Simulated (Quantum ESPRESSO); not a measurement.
Runs of Quantum ESPRESSO 7.5 on FeO. It takes space group R-3m (No. 166, trigonal). The conventional cell has a = 3.035 Å, b = 3.035 Å, c = 7.547 Å, α = 90.00°, β = 90.00°, γ = 120.00°. Around Fe (site symmetry -3m) lie 6 O at 2.16 Å. O (site symmetry -3m) is surrounded by 6 Fe at 2.16 Å. 

```tsv
task	spin	U	magnetic state asked for	dos occupations	gap on the mesh (eV)	pressure (GPa)	moment (μB)
single point	collinear, zero start	Fe d U = 5 eV, J = 0.5 eV	nm_spin	-	2.00	-25.2	0.00
single point	collinear, ferromagnetic start	Fe d U = 7 eV, J = 0.5 eV	free	-	none	5.6	4.07
single point	collinear, ferromagnetic start	Fe d U = 5 eV, J = 0.5 eV	free	-	none	(a)	4.07
projected density of states	off	Fe d U = 5 eV, J = 0.5 eV	nm	tetrahedra_opt	2.00	-25.2	-
```

Alike in all rows: level PBEsol+U; potentials or basis GBRV 1.5 PBEsol; cell as given; k mesh 3 × 3 × 3; cutoff (eV) 612; smearing gaussian 0.05 eV; the mesh is coarse, so values aren't converged.

Problem. Estimate the missing entries.

Solution. (a) 2.9.

Caveats: all runs use coarse meshes; an odd mesh through Γ misses points on the zone boundary, where band edges often lie (some runs); a cell with one magnetic atom can't hold antiferromagnetic order, which such compounds often take (some runs).

A gap of «none» marks a metal or a gap under the smearing width.

Not every run made on this cell is shown here.
